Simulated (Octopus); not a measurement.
KMgF3:

```
K Mg F
1.0
     3.98590    0.00000    0.00000
     0.00000    3.98590    0.00000
     0.00000    0.00000    3.98590
K Mg F
1 1 3
Direct
  0.50000 0.50000 0.50000
  0.00000 0.00000 0.00000
  0.00000 0.00000 0.50000
  0.00000 0.50000 0.00000
  0.50000 0.00000 0.00000
```

Base run:

| Property | Result |
| --- | --- |
| Program | Octopus 16.4 |
| Functional | PBE |
| Potentials or basis | pseudodojo_pbe (PseudoDojo 0.5, PBE) |
| Grid spacing | 0.117 Å |
| k mesh | 7 × 7 × 7 |
| Occupations | fermi-dirac, width 0.05 eV |
| Spin | no spin polarisation |

Its results: band gap on the k mesh 7.39 eV, indirect (least direct gap 7.68 eV).

Task: The run is repeated on the same cell with these changes: functional from PBE to PBEsol; potentials or basis from pseudodojo_pbe (PseudoDojo 0.5, PBE) to pseudodojo_pbesol (PseudoDojo 0.4, PBEsol). What comes out?

Result: Band gap on the k mesh 7.20 eV, indirect (least direct gap 7.50 eV).

Caveats: an odd mesh through Γ misses points on the zone boundary, where band edges often lie.

Not every run made on this cell is shown here.
